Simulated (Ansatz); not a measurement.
## Property card for HgTe

Theory: Ansatz, DFT PBE, scalar-relativistic, plane waves, PAW.

Plane waves to 420 eV, a k mesh through Γ of 12×12×12 on the computed 2-atom cell and Gaussian smearing (0.10 eV); no spin polarisation.

The structure is relaxed at this level of theory with its symmetry kept.

```cif
data_structure
_symmetry_space_group_name_H-M 'P 1'
_symmetry_Int_Tables_number 1
_cell_length_a 4.7043
_cell_length_b 4.7043
_cell_length_c 4.7043
_cell_angle_alpha 60.000
_cell_angle_beta 60.000
_cell_angle_gamma 60.000
_cell_volume 73.61
loop_
_atom_site_label
_atom_site_type_symbol
_atom_site_fract_x
_atom_site_fract_y
_atom_site_fract_z
_atom_site_occupancy
Hg1 Hg 0.00000 0.00000 0.00000 1
Te1 Te 0.25000 0.25000 0.25000 1
```

```
Space group                                                                           : F-43m (No. 216)
Volume per atom                                                                       : 248.4 bohr³
Formation energy from the elements' standard states (Br, Hg as crystals; uncorrected) : -0.175 eV/atom
Kohn–Sham band gap                                                                    : zero, with almost no states at the Fermi level
Density of states at the Fermi level                                                  : 0.00 states/eV per cell (so small that it hangs on the mesh: a semimetal, or crossings between mesh points)
Löwdin character within 0.5 eV of the Fermi level                                     : Te 5p 86 %, Hg 5d 8 %
Bader charges (e)                                                                     : Hg (1 in the cell) 0.13, Te (1 in the cell) -0.13
```

Spin-orbit coupling is left out, which matters for the bands of heavy elements.